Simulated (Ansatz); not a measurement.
CsI, CsCl type, relaxed with r2SCAN: 5 runs in the plane-wave code Ansatz, each a calculation of independent-particle optics. It is cubic, Pm-3m (No. 221); conventional cell a = 4.608 Å, 48.93 Å³ an atom. Cs has 8 I at 3.99 Å; I has 8 Cs at 3.99 Å. No spin polarisation and no zero-point or thermal motion.

```xyz
2
Lattice="4.6081 0.0000 0.0000 0.0000 4.6081 0.0000 0.0000 0.0000 4.6081" Properties=species:S:1:pos:R:3 pbc="T T T"
Cs    0.0000    0.0000    0.0000
I     2.3041    2.3041    2.3041
```

On meshes this coarse, single peaks can be features of the mesh. No local fields, no excitons; the zone sum runs over the cells of the mesh, and ε∞ includes the bands left out of the spectrum. Up to four peaks are listed, those above 15 % of the tallest and inside the complete range; the four can differ from row to row. Rows marked drawn have settings drawn at random (some not listed).

```json
{"functional": "PBE", "k mesh": "4×4×4", "broadening (eV)": "0.1", "scissors (eV)": "0.00", "range (eV)": "0–18", "settings": "chosen", "direct gap on the mesh before scissors (eV)": "3.89", "ε∞ xx": "3.66", "ε∞ yy": "3.66", "ε∞ zz": "3.66", "complete up to (eV)": "18.0", "tallest peaks of mean ε₂ (eV)": "5.55 6.50 7.35 12.20"}
{"functional": "r2SCAN", "k mesh": "4×4×4", "broadening (eV)": "0.1", "scissors (eV)": "0.00", "range (eV)": "0–18", "settings": "chosen", "direct gap on the mesh before scissors (eV)": "4.61", "ε∞ xx": "3.36", "ε∞ yy": "3.36", "ε∞ zz": "3.36", "complete up to (eV)": "18.0", "tallest peaks of mean ε₂ (eV)": "6.10 6.55 7.05 7.95"}
{"functional": "PBE", "k mesh": "4×4×4", "broadening (eV)": "0.1", "scissors (eV)": "1.00 (to HSE06)", "range (eV)": "0–18", "settings": "chosen", "direct gap on the mesh before scissors (eV)": "3.89", "ε∞ xx": "3.35", "ε∞ yy": "3.35", "ε∞ zz": "3.35", "complete up to (eV)": "18.0", "tallest peaks of mean ε₂ (eV)": "6.55 7.50 8.35 13.20"}
{"functional": "LDA", "k mesh": "4×4×4", "broadening (eV)": "0.03", "scissors (eV)": "2.50", "range (eV)": "0–20", "settings": "drawn", "direct gap on the mesh before scissors (eV)": "3.53", "ε∞ xx": "3.11", "ε∞ yy": "3.11", "ε∞ zz": "3.11", "complete up to (eV)": "20.0", "tallest peaks of mean ε₂ (eV)": "7.80 8.20 8.90 9.80"}
{"functional": "r2SCAN", "k mesh": "4×4×4", "broadening (eV)": "0.4", "scissors (eV)": "0.00", "range (eV)": "0–10", "settings": "drawn", "direct gap on the mesh before scissors (eV)": "4.61", "ε∞ xx": "3.38", "ε∞ yy": "3.38", "ε∞ zz": "3.38", "complete up to (eV)": "10.0", "tallest peaks of mean ε₂ (eV)": "6.70"}
```

The fundamental gap is indirect (3.80 eV with PBE on 4×4×4); the table holds the direct one. The two differ by only 0.09 eV.

Spin-orbit coupling is left out, which matters wherever the heavy atoms make up the band edges.
